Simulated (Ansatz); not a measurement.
Zincblende SiC, relaxed with r2SCAN in the PAW code Ansatz. Space group F-43m (No. 216), cubic; a = 4.356 Å in the conventional setting, 10.33 Å³ an atom. Si has 4 C at 1.89 Å; C has 4 Si at 1.89 Å.

The axes x, y and z are those of this cell:
```
CELL_PARAMETERS angstrom
0.00000 2.17805 2.17805
2.17805 0.00000 2.17805
2.17805 2.17805 0.00000
ATOMIC_POSITIONS crystal
Si 0.00000 0.00000 0.00000
C 0.25000 0.25000 0.25000
```

Unstrained: PBE gives an indirect gap of 1.358 eV, from Γ to X; the least direct gap is 4.547 eV at X. The r2SCAN gap is indirect, 1.713 eV (Γ to X), below the direct gap of 5.048 eV at X. The HSE06 gap is indirect, 2.227 eV (Γ to X), below the direct gap of 5.720 eV at X. Meshes: PBE 10×10×10, r2SCAN 10×10×10, HSE06 8×8×8. Strains are changes of length per length. After each strain the atoms were relaxed again with r2SCAN within the symmetry that the strain leaves, so tilts or polar shifts that break it weren't tested; points keep the names that they have in the unstrained zone. Spin-unpolarised throughout; all numbers are computed.

Question: For epitaxial +2.5 % in the xy plane, how far does the free direction move, and what happens to the gap?

Answer: The normal strain at zero normal stress is -1.66 %, 0.66 of the in-plane strain with the sign turned. PBE: the gap goes from 1.358 to 0.978 eV (-0.380 eV); with r2SCAN the top three valence levels at Γ, degenerate before, become 1+2 from the top over 271 meV. r2SCAN: the gap goes from 1.713 to 1.308 eV (-0.405 eV). HSE06: the gap goes from 2.227 to 1.820 eV (-0.407 eV).

Question: Apply uniaxial -2.0 % along z, other directions held. How far does the gap move, against the unstrained cell?

Answer: PBE: the gap goes from 1.358 to 1.128 eV (-0.230 eV); with r2SCAN the top three valence levels at Γ, degenerate before, become 1+2 from the top over 139 meV. r2SCAN: the gap goes from 1.713 to 1.480 eV (-0.233 eV). HSE06: the gap goes from 2.227 to 1.995 eV (-0.232 eV). The r2SCAN energy rises by 5.4 meV an atom.

Question: One strain changed the r2SCAN stress by xx +8.37, yy +2.94, zz +2.94 GPa (compression positive) and the gap by -0.230 eV (PBE), -0.233 eV (r2SCAN), -0.232 eV (HSE06). Which kind of strain was it, and roughly how large?

Answer: Uniaxial -2.0 % along x, other directions held. The pattern of the stress gives the kind; the size needs the stiffness, so it is an estimate.

Question: One strain changed the r2SCAN stress by xx -21.22, yy -21.22, zz -21.22 GPa (compression positive) and the gap by +0.098 eV (PBE), +0.067 eV (r2SCAN), +0.059 eV (HSE06). Which kind of strain was it, and roughly how large?

Answer: Isotropic +4.0 % on every length. The pattern of the stress gives the kind; the size needs the stiffness, so it is an estimate.

Question: Apply epitaxial +3.0 % in the xy plane, free normal strain -2.00 %. How far does the gap move, against the unstrained cell?

Answer: PBE: the gap goes from 1.358 to 0.907 eV (-0.451 eV); with r2SCAN the top three valence levels at Γ, degenerate before, become 1+2 from the top over 321 meV. r2SCAN: the gap goes from 1.713 to 1.233 eV (-0.480 eV). HSE06: the gap goes from 2.227 to 1.744 eV (-0.483 eV). The r2SCAN energy rises by 25.1 meV an atom.

The meshes of the hybrids are coarse, so their gaps aren't converged to the digits shown.

The splittings at Γ are without spin-orbit coupling, which regroups them where it is of like size or larger.
